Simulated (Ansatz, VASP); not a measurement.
# One calculation of Al, two programs

```
CELL_PARAMETERS angstrom
2.88776 0.00000 0.00000
-1.44388 2.50087 0.00000
0.00000 0.00000 4.88442
ATOMIC_POSITIONS crystal
Al 0.33333 0.66667 0.25000
Al 0.66667 0.33333 0.75000
```

Alike in both runs: task single point; functional BLYP; k mesh 14 × 14 × 7; occupations fermi-dirac, width 0.1 eV; no spin polarisation.

```csv
,VASP,Ansatz
version,VASP 6.6.1,Ansatz 0.2.0
potentials or method,"VASP PAW PBE potentials, release 64 (Al)","plane waves (420 eV) with PAW, scalar-relativistic"
plane-wave cutoff (eV),520,420
valence electrons in the cell,6,6
```

|  | VASP | Ansatz | Ansatz less VASP |
| --- | --- | --- | --- |
| pressure (GPa) | 0.2 | 0.1 | -0.09 |
| largest component of the traceless stress (GPa) | 0.86 | 0.87 | +0.006 |

Caveats: the PAW data sets were made with another functional, which shifts forces and pressure a little (VASP).
